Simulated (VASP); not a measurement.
# Si: convergence, relaxation of the cell

Si, P6_3/mmc (no. 194), 4 atoms in the cell. LDA; PAW potentials Si (LDA set). VASP 6.6.1. The cell is changed on purpose: volume scaled by 1.06.

Wanted: cell volume within 0.2 %; lattice lengths within 0.1 %; shortest distances from each atom, periodic images included within 0.005 Å.

What the run is for: cell; Accuracy asked: standard.

The series start from Plane-wave cutoff (eV): 370; k-point mesh: 5 × 5 × 3; Relaxation passes: 2; Ionic threshold (EDIFFG): -0.005; Electronic threshold (eV): 1e-6; Precision mode (PREC): Accurate; Relaxation algorithm: IBRION=2 POTIM=0.5. Each series keeps the choices made before it, and each single choice may use up half of a tolerance. Times cover all steps of a run.

## Plane-wave cutoff (eV)

| Plane-wave cutoff (eV) | Cell volume (Å³) | Lattice lengths, largest deviation against the largest value | Shortest distances from each atom, periodic images included, largest deviation (Å) | Time (s) |
|---|---|---|---|---|
| 240 | 78.77 | 0.065 % | 0.0018 | 9.2 |
| 280 | 78.78 | 0.073 % | 0.0018 | 10 |
| 320 | 78.84 | 0.052 % | 0.0011 | 12 |
| 370 | 78.92 | 0.007 % | 0.0002 | 15 |
| 430 | 78.93 | 0.0041 % | 0.0001 | 20 |
| 510 | 78.93 | 0.0038 % | 0.0001 | 22 |
| 640 (reference) | 78.94 | 0 % | 0.0000 | 26 |

Chosen: 370, the loosest value from which every tighter one stays within half of the tolerance.

## k-point mesh

| k-point mesh | Cell volume (Å³) | Lattice lengths, largest deviation against the largest value | Shortest distances from each atom, periodic images included, largest deviation (Å) | Time (s) |
|---|---|---|---|---|
| 3 × 3 × 2 | 79.73 | 0.79 % | 0.0109 | 11 |
| 4 × 4 × 2 | 79.14 | 0.46 % | 0.0037 | 13 |
| 4 × 4 × 3 | 79.12 | 0.37 % | 0.0041 | 12 |
| 5 × 5 × 3 | 78.92 | 0.12 % | 0.0016 | 15 |
| 7 × 7 × 4 | 78.79 | 0.059 % | 0.0004 | 25 |
| 8 × 8 × 5 (reference) | 78.79 | 0 % | 0.0000 | 33 |

Chosen: 8 × 8 × 5; the next looser run is off by more than half of the tolerance, so convergence isn't shown beyond this value.

## Relaxation passes

| Relaxation passes | Cell volume (Å³) | Lattice lengths, largest deviation against the largest value | Shortest distances from each atom, periodic images included, largest deviation (Å) | Time (s) |
|---|---|---|---|---|
| 1 | 78.79 | 0 % | 0.0000 | 29 |
| 2 | 78.79 | 0 % | 0.0000 | 33 |
| 3 (reference) | 78.79 | 0 % | 0.0000 | 37 |

Chosen: 1.

## Ionic threshold (EDIFFG)

| Ionic threshold (EDIFFG) | Cell volume (Å³) | Lattice lengths, largest deviation against the largest value | Shortest distances from each atom, periodic images included, largest deviation (Å) | Time (s) |
|---|---|---|---|---|
| -0.05 | 78.8 | 0.017 % | 0.0017 | 22 |
| -0.02 | 78.84 | 0.031 % | 0.0010 | 28 |
| -0.01 | 78.79 | 0.033 % | 0.0001 | 31 |
| -0.005 | 78.79 | 0.0068 % | 0.0003 | 29 |
| -0.002 (reference) | 78.77 | 0 % | 0.0000 | 37 |

Chosen: -0.05.

## Electronic threshold (eV)

| Electronic threshold (eV) | Cell volume (Å³) | Lattice lengths, largest deviation against the largest value | Shortest distances from each atom, periodic images included, largest deviation (Å) | Time (s) |
|---|---|---|---|---|
| 0.0001 | 78.81 | 0.0035 % | 0.0001 | 16 |
| 1e-5 | 78.8 | 0.0011 % | 0.0000 | 18 |
| 1e-6 | 78.8 | 0.00016 % | 0.0000 | 22 |
| 1e-7 (reference) | 78.8 | 0 % | 0.0000 | 19 |

Chosen: 0.0001.

## Precision mode (PREC)

| Precision mode (PREC) | Cell volume (Å³) | Lattice lengths, largest deviation against the largest value | Shortest distances from each atom, periodic images included, largest deviation (Å) | Time (s) |
|---|---|---|---|---|
| Normal | 78.81 | 0.00048 % | 0.0000 | 8.4 |
| Accurate (reference) | 78.81 | 0 % | 0.0000 | 16 |

Chosen: Normal.

## Relaxation algorithm

| Relaxation algorithm | Cell volume (Å³) | Lattice lengths, largest deviation against the largest value | Shortest distances from each atom, periodic images included, largest deviation (Å) | Time (s) |
|---|---|---|---|---|
| IBRION=2 POTIM=0.5 | 78.81 | 0 % | 0.0000 | 8.4 |
| IBRION=2 POTIM=0.2 | 78.79 | 0.0078 % | 0.0002 | 8.1 |
| IBRION=1 POTIM=0.5 | 78.77 | 0.036 % | 0.0004 | 9.7 |
| IBRION=1 POTIM=0.2 | 78.56 | 0.11 % | 0.0032 | 8.2 |

Chosen: IBRION=2 POTIM=0.5; no other choice that stays within half of the tolerance saves 30 % of the time.

## All choices together

| Input | Cell volume (Å³) | Lattice lengths, largest deviation against the largest value | Shortest distances from each atom, periodic images included, largest deviation (Å) | Time (s) |
|---|---|---|---|---|
| the program's defaults (naive) | 78.91 | 0.62 % | 0.0025 | 3.4 |
| chosen settings | 78.81 | 0.02 % | 0.0016 | 8.4 |
| reference settings throughout | 78.79 | 0 % | 0.0000 | 77 |

The chosen settings stay within the tolerance of the reference run, but the reference itself isn't shown to be converged in: k-point mesh.

Values of the reference run: Lattice lengths: 3.803, 3.803, 6.29 Å.

## The input

INCAR.step1:
```
SYSTEM = Si
GGA = CA
ISMEAR = 0
SIGMA = 0.03
LWAVE = .FALSE.
LCHARG = .FALSE.
NSW = 80
PREC = Normal
LASPH = .TRUE.
LREAL = .FALSE.
ALGO = Normal
EDIFF = 1E-4
NELM = 120
GGA_COMPAT = .FALSE.
IBRION = 2
ISIF = 3
EDIFFG = -0.05
NELMIN = 4
ENCUT = 370
EFERMI = MIDGAP
POTIM = 0.5
```

INCAR.step2, as INCAR.step1 but for:
```
- NSW = 80
- IBRION = 2
- ISIF = 3
- EDIFFG = -0.05
- NELMIN = 4
- POTIM = 0.5
+ ISIF = 2
```

KPOINTS:
```
Automatic mesh
0
Gamma
  8 8 5
  0 0 0
```

POSCAR.step1:
```
Si
1.0
    3.9064604095      0.0000000000      0.0000000000
   -1.9532302048      3.3830939535      0.0000000000
    0.0000000000      0.0000000000      6.4568225910
Si
4
Direct
    0.6666666667      0.3333333333      0.9369905000
    0.3333333333      0.6666666667      0.4369905000
    0.6666666667      0.3333333333      0.5630095000
    0.3333333333      0.6666666667      0.0630095000
```

Commands (each step's output is kept before the next begins):
```
cat potpaw_LDA.64/Si/POTCAR > POTCAR
cp INCAR.step1 INCAR
cp POSCAR.step1 POSCAR
mpirun -np 1 vasp_std > vasp.out
cp CONTCAR POSCAR
cp INCAR.step2 INCAR
mpirun -np 1 vasp_std > vasp.out
```

The chosen input took VASP 6.6.1 8.4 s on 1 core (Intel Xeon 6975P-C (Granite Rapids)), a shared host.

## An input that fails: ionic step far too long

It gives no converged result.

Changes against the starting input:
```
- NSW = 80
- NELM = 120
- IBRION = 2
- POTIM = 0.5
+ NSW = 30
+ NELM = 78
+ IBRION = 1
+ POTIM = 3.0
```
